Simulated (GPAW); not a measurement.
Crystal: CrO2.

```
Cr O
1.0
     0.00000    2.33684    2.33684
     2.33684    0.00000    2.33684
     2.33684    2.33684    0.00000
Cr O
1 2
Direct
  0.00000 0.00000 0.00000
  0.25000 0.25000 0.25000
  0.75000 0.75000 0.75000
```

Measurements of this composition are mostly on another form, of space group No. 136.

Alike in all runs: program GPAW 26.7.0; functional PBEsol; potentials or basis PAW data sets generated in the run's folder for this functional; cutoff 800 eV; basis pw; k mesh 7 × 7 × 7; occupations gaussian, width 0.05 eV; hubbard terms Cr d U = 5 eV.

Starts and where they ended:

```tsv
start	free energy over the lowest (meV/atom)	net moment (μB)	site or absolute moments (μB)	gap
collinear spin, ferromagnetic start of up to 4 μB; fixed moment 4	723.5	4.00	Cr +3.20; O +0.19	-
collinear spin, zero start	1247.3	0.00	-	none (metal or under the smearing width)
collinear spin, ferromagnetic start of up to 3 μB	0.0	2.00	Cr +2.66; O -0.26	0.04 eV
```

The spin-polarised runs without a constraint all converged, yet they end up to 1247 meV/atom apart: a converged run can sit in a state that isn't the lowest. Runs with fixed or held moments lie higher by the price of the constraint. A still lower state may exist.

Caveats: the cell is far from rest, so the order of the states can change on relaxing; a cell with one magnetic atom can't hold antiferromagnetic order, which such compounds often take (some runs); an odd mesh through Γ misses points on the zone boundary, where band edges often lie (some runs); the total moment is fixed, so each spin has its own Fermi level (some runs); the run has no moments, though such compounds are often magnetic (some runs); a magnetic state may lie lower (some runs).
